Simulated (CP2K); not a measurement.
# TiO2 (P4_2/mnm) in CP2K: further runs, part 3 of 3

CP2K 2026.2. Earlier steps stand in the parts before.

**7. Against experiment**

Step 2. A measured gap of TiO2 is 3.03 eV (direct; 1.6 K; quoted in “Shallow Valence Band of Rutile GeO2 and P-type Doping”, 2020, arxiv:2011.08928); the calculated 1.77 eV misses it by -1.26 eV. 2 values of this kind are on record in papers (3.03 to 3.05 eV); this one was drawn at random among those near their median. The value is that of PBEsol in an atomic basis (POTENTIAL_UZH Ti GTH-PBE-q12, O GTH-PBE-q6; TZVP-MOLOPT-PBE-GTH basis), whose error adds to the functional's,, without temperature or zero-point motion. Semilocal functionals fall short of measured gaps as a rule. The cell is a database's relaxed one, not the measured one, which moves gaps too.

Step 3. Against the measured gap of TiO2, 3.03 eV (direct; 1.6 K; quoted in “Shallow Valence Band of Rutile GeO2 and P-type Doping”, 2020, arxiv:2011.08928), the calculated 1.74 eV is off by -1.29 eV. 2 values of this kind are on record in papers (3.03 to 3.05 eV); this one was drawn at random among those near their median. The value is that of LDA in an atomic basis (GTH_POTENTIALS Ti GTH-PADE-q12, O GTH-PADE-q6; TZVP-MOLOPT-PBE-GTH basis), whose error adds to the functional's,, without temperature or zero-point motion. Semilocal functionals fall short of measured gaps as a rule. The cell is a database's relaxed one, not the measured one, which moves gaps too.

Step 4. Measured gap of TiO2: 3.03 eV (direct; 1.6 K; quoted in “Shallow Valence Band of Rutile GeO2 and P-type Doping”, 2020, arxiv:2011.08928). This calculation gives 2.14 eV (-0.89 eV). 2 values of this kind are on record in papers (3.03 to 3.05 eV); this one was drawn at random among those near their median. The value is that of r2SCAN in an atomic basis (POTENTIAL_UZH Ti GTH-SCAN-q12, O GTH-SCAN-q6; TZVP-MOLOPT-SCAN-GTH basis), whose error adds to the functional's,, without temperature or zero-point motion. The cell is a database's relaxed one, not the measured one, which moves gaps too.

Step 5. Measured gap of TiO2: 3.03 eV (direct; 1.6 K; quoted in “Shallow Valence Band of Rutile GeO2 and P-type Doping”, 2020, arxiv:2011.08928). This calculation gives 1.88 eV (-1.15 eV). 2 values of this kind are on record in papers (3.03 to 3.05 eV); this one was drawn at random among those near their median. The value is that of TB-mBJ in an atomic basis (POTENTIAL_UZH Ti GTH-PBE-q12, O GTH-PBE-q6; TZVP-MOLOPT-PBE-GTH basis), whose error adds to the functional's,, without temperature or zero-point motion. The cell is a database's relaxed one, not the measured one, which moves gaps too.
